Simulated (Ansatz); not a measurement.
# Al (P6_3/mmc) in Ansatz: reference runs

How does Al come out in PBE? The cell is run as given and disturbed.

All numbers are computed with Ansatz 0.2.0; they aren't measurements. Logs are shortened: lines on timing, memory, paths and dates and some standing lists are left out, and cuts for length are marked.

### 1 The crystal as given

It takes space group P6_3/mmc (No. 194, hexagonal). Conventional cell: a = 2.812 Å, b = 2.812 Å, c = 4.867 Å, α = 90.00°, β = 90.00°, γ = 120.00°. Al (site symmetry -6m2) has 12 Al at 2.81 to 2.93 Å as nearest neighbours.

This isn't the form of Al at room conditions, which is fcc.

### 2 Single point, PBE

Input file input.yaml:

```yaml
crystal:
  lattice:
    - [2.8124553515, 0.0, 0.0]
    - [-1.4062276757, 2.4356577814, 0.0]
    - [0.0, 0.0, 4.86685]
  atoms:
    - { symbol: Al, position: [0.3333333333, 0.6666666667, 0.25] }
    - { symbol: Al, position: [0.6666666667, 0.3333333333, 0.75] }
hamiltonian:
  xc: pbe
  pseudopotentials: { kind: paw }
kpoints:
  mp_grid: { grid: [11, 11, 6] }
scf:
  occupations: { method: fermi_dirac, width: 0.05 }
output:
  forces: true
  stress: true
  eigenvalues: true
  write_density: true
  write_potential: true
  elf: true
  volumetric_format: npy
```

Potentials or basis: Ansatz PAW.

Launch:

```
ansatz run input.yaml --threads 2 --pin off --max-ram 5120MiB --backend cpu --events-out ev --progress --plain --runs-dir out
```

What it wrote:

```text
Warning: RAYON_NUM_THREADS=2 ignored (pool sized by the plan → 2); use --threads N
Engine: ansatz 0.2.0, x86_64-unknown-linux-gnu
Pseudopotentials: kind: paw
Pseudopotential: Al, paw, valence charge 3, recommended cutoff 420 eV (normal), Al.paw.azcp
Functional definition: PBE
  parameter kappa = 0.804
  parameter beta = 0.06672455060314922
  exchange = pbe_x(kappa = kappa, mu = beta*pi^2/3)
  correlation = pbe_c(beta = beta)
Crystal: 2 atoms, lattice volume = 33.339 Å³
Basis set: ecut = 420 eV, 665 PW (Γ), exchange–correlation on 40×40×72 points (8 copies of the dense FFT grid, shifted against one another)
Bands: 7, of which v1, the nominal top of the filled ones, is band 3 counted from 1 (2 counted from 0)
Symmetry: 24 space group operations
Space group: P63/mmc (ITA 194), of the structure as read, at distance tolerance 3.2e-5 Å
k-points: 64 of 726
Non-local potential: Al, projectors of the file, l = 0: 2, l = 1: 2, l = 2: 1
PAW form: soft (Blöchl's): semilocal exchange-correlation on the pseudo side does not see the compensation charge
PAW one-centre angular grid: Al, 110 points (default); XC on 64 Gauss nodes
Initial density: superposition of atomic densities (neutral atoms: chi_scale 0, normalization atom), corrected by the library's trained network
Initial wavefunctions: pseudopotential atomic-orbital guess
Functional: x = pbe(κ = 0.804, μ = 0.2195149727645171), c = pbe(β = 0.06672455060314922)
SCF iter   1: F=—  HF=-1074.949202 eV  |F-HF|=—  |Δ(HF+E_count)|=         —  Δρ=1.64e-3  dr2=1.03e-3  ethr=1.77e-3  ⟨swp⟩=5.4  Hψ=3771  notcnv=0
preconditioner: auto → none  [insulator: Δε(μ)=0.210 eV  Ē_g=8.975 eV  σ=0.050 eV  W_gap=0.74  n_scr=2 (ndim 8)  ℏωp=15.8 eV  f_vac=0.000  D(μ)=0.49/eV (n_scr^D=2)  ε∞_Penn≈4.1]
SCF iter   2: F=—  HF=-1074.949057 eV  |F-HF|=—  |Δ(HF+E_count)|=   1.45e-4  Δρ=6.81e-4  dr2=1.62e-4  ethr=1.71e-5  ⟨swp⟩=1.2  Hψ=976  notcnv=0
SCF iter   3: F=—  HF=-1074.949034 eV  |F-HF|=—  |Δ(HF+E_count)|=   2.26e-5  Δρ=4.96e-5  dr2=3.26e-7  ethr=2.71e-6  ⟨swp⟩=1.4  Hψ=498  notcnv=0
SCF iter   4: F=—  HF=-1074.949026 eV  |F-HF|=—  |Δ(HF+E_count)|=   8.62e-6  Δρ=7.21e-6  dr2=7.61e-9  ethr=5.43e-9  ⟨swp⟩=2.3  Hψ=624  notcnv=0
iter 5 did not close the SCF: its close was put off for the readings that it lacked (scf_convergence_deferred on its scf_iter line)
SCF iter   5: F=-1074.949026 eV  HF=-1074.949026 eV  |F-HF|=1.61e-11  |Δ(HF+E_count)|=   8.99e-9  Δρ=4.47e-7  dr2=6.68e-11  ethr=1.27e-10  ⟨swp⟩=2.0  Hψ=628  notcnv=0
SCF iter   6: F=-1074.949026 eV  HF=-1074.949026 eV  |F-HF|=4.55e-13  |Δ(HF+E_count)|=  6.14e-12  Δρ=5.62e-8  dr2=7.39e-13  ethr=1.11e-12  ⟨swp⟩=3.9  Hψ=1900  notcnv=0
SCF 1 converged in 6 iterations: F = -1074.949026 eV  dr2 = 7.39e-13
SCF converged after 6 iterations
Free energy (F): -1074.949026 eV
Harris-Foulkes:  -1074.949026 eV  (|F-HF|=4.55e-13)
Internal energy: -1074.944485 eV  (E = F + TS)
E sigma→0 (E₀):  -1074.946755 eV
Entropy (-TS):   -0.004540 eV (-2.270 meV/atom)
Fermi energy:    7.855630 eV
--- Per-component energies (eV) ---
  E_band       = 20.664684
  E_kinetic    = 45.196836
  E_local      = 19.317748  (includes V_loc(G=0)·N_el)
  E_nonlocal   = 20.783558
  E_hartree    = 0.211031
  E_xc         = -79.349295
  E_vxc        = -57.749564  (∫ρ·V_xc dr)
  E_paw        = -934.649964  (= ΣΔE_a)
  E_vpaw       = -7.305951  (= ΣTr[D̂ρ^β])
  E_aug_tail   = -0.000004  (compensation charges beyond the density's cutoff)
  E_ewald      = -146.454395
  E_smearing   = -0.004540  (= −TS)
  E_closure    = 0.000000  (closes the sum)
  Σ components = -1074.949026   (vs F -1074.949026, Δ=0.00e0)
--- Forces (eV/Å), atoms counted from 1 ---
  atom   1  Al    -0.00000000    -0.00000000    -0.00000000
  atom   2  Al     0.00000000     0.00000000     0.00000000
  max |Σ_I F_I| component: 1.16e-18 eV/Å
--- Stress (GPa, compression-positive) ---
        1.685288      -0.000000      -0.000000
       -0.000000       1.685288      -0.000000
       -0.000000      -0.000000      -2.889232
  P = ⅓ Tr σ = 0.1604 GPa (1.604 kbar)
--- Band table (eV; the first three rows and the last of 64) ---
  k-point 0: bands = ["-3.2245", "2.7698", "3.0137", "18.9139", "19.2506", "19.2506", "19.4318"]
  k-point 1: bands = ["-3.0512", "1.0450", "5.0466", "16.3243", "19.3801", "19.3801", "19.5720"]
  k-point 2: bands = ["-2.5327", "-0.4773", "7.4914", "13.1865", "19.7569", "19.7569", "19.9655"]
  k-point 63: bands = ["5.2781", "5.2781", "6.0410", "6.0410", "8.0186", "8.0186", "16.7724"]
```

It took 1 s on 2 threads of Intel Xeon at 2.70GHz, shared host; peak memory 0.3 GiB.

What came out:

```yaml
Free_energy: -1074.9490 eV
Pressure: 0.2 GPa
Band_gap_on_the_k_mesh: none (metal or under the smearing width)
```

Stress tensor (GPa, compression positive):
```
 1.69  0.00  0.00
 0.00  1.69  0.00
 0.00  0.00 -2.89
```

Levels at points of the mesh, in eV from the Fermi level:
```tsv
k point	band 1	band 2	band 3	band 4	band 5	band 6
(0.00, 0.00, 0.00)	-11.08	-5.09	-4.84	11.06	11.39	11.39
(0.00, 0.00, -0.50)	-9.53	-9.53	2.36	2.36	12.38	12.38
```

### 3 Single point, PBE (atoms moved at random, drawn with an rms of 0.05 Å)

input.yaml: that of step 2 with these lines changed.

```diff
@@ -6,4 +6,4 @@
   atoms:
-    - { symbol: Al, position: [0.3333333333, 0.6666666667, 0.25] }
-    - { symbol: Al, position: [0.6666666667, 0.3333333333, 0.75] }
+    - { symbol: Al, position: [0.314418, 0.646969, 0.2454] }
+    - { symbol: Al, position: [0.669791, 0.33912, 0.753178] }
 hamiltonian:
```

Potentials or basis: Ansatz PAW.

Launch:

```
ansatz run input.yaml --threads 2 --pin off --max-ram 5120MiB --backend cpu --events-out ev --progress --plain --runs-dir out
```

It took 4.5 s on 2 threads of Intel Xeon at 2.70GHz, shared host; peak memory 0.4 GiB.

The run converged. Its results:

```
Free energy            : -1074.9449 eV
Pressure               : 0.3 GPa
Largest force          : 0.137 eV/Å
Band gap on the k mesh : none (metal or under the smearing width)
```

Forces in eV/Å, atoms in the order of the input:
```
Al   0.024  0.046  0.126
Al  -0.024 -0.046 -0.126
```

Stress tensor (GPa, compression positive):
```
 1.81  0.02  0.03
 0.02  1.72  0.06
 0.03  0.06 -2.78
```

Levels at points of the mesh, in eV from the Fermi level:
```
            k point  band 1  band 2  band 3  band 4  band 5  band 6  band 7
 (0.00, 0.00, 0.00)  -11.07   -5.08   -4.83   11.01   11.39   11.47   11.58
(0.00, 0.00, -0.50)   -9.62   -9.42    2.31    2.43   12.33   12.34   12.41
```
